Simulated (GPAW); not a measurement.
NaF (Villiaumite): one-shot levels of the hybrid HSE06 with LDA

The system is NaF (Villiaumite).

```
CELL_PARAMETERS angstrom
0.00000 2.32000 2.32000
2.32000 0.00000 2.32000
2.32000 2.32000 0.00000
ATOMIC_POSITIONS crystal
Na 0.00000 0.00000 0.00000
F 0.50000 0.50000 0.50000
```

```yaml
Program: GPAW 26.7.0
Task: one-shot levels of the hybrid HSE06
Functional: LDA
Potentials_or_basis: the program's PAW data sets (release 1.2.1) made for this functional
Cutoff: 600 eV
Basis: pw
k_mesh: 6 × 6 × 6
Occupations: fermi-dirac, width 0.05 eV
Spin: no spin polarisation
Maxiter: 150
hybrids_on_these_orbitals: "[\"HSE06\", \"PBE0\", \"B3LYP\"]"
Oneshot_functional: HSE06
```

The pressure is -4.2 GPa. The band gap on the k mesh is 5.94 eV, direct and the band gap of the one-shot hybrid is 8.71 eV. The direct band gap of the one-shot hybrid is 8.71 eV.

Levels at points of the mesh, in eV from the valence-band top:
| k point | band 5 | band 6 | band 7 | band 8 | band 9 | band 10 |
| --- | --- | --- | --- | --- | --- | --- |
| (0.00, 0.00, 0.00) | 0.00 | 0.00 | 0.00 | 5.94 | 18.53 | 18.53 |
| (0.50, 0.50, 0.00) | -1.32 | -0.42 | -0.42 | 12.75 | 12.85 | 13.22 |
| (0.50, 0.50, 0.50) | -1.65 | -0.26 | -0.26 | 10.37 | 12.09 | 19.74 |

Band gaps from one-shot exact exchange on these states (eV): hse06 8.71, pbe0 9.50, b3lyp 9.07

Run time: 8.4 min on 1 thread of Arm Neoverse V1, with other jobs on the host, peak memory 0.55 GiB.

Caveat: the k mesh is coarse; the cutoff is short for stress and forces, so pressures can be off by a GPa or more; energy and the plain gap are those of the semilocal run; the hybrids' values are one shot on its orbitals and mesh. Expect the measured gap to be larger: semilocal functionals such as LDA lack the derivative discontinuity.
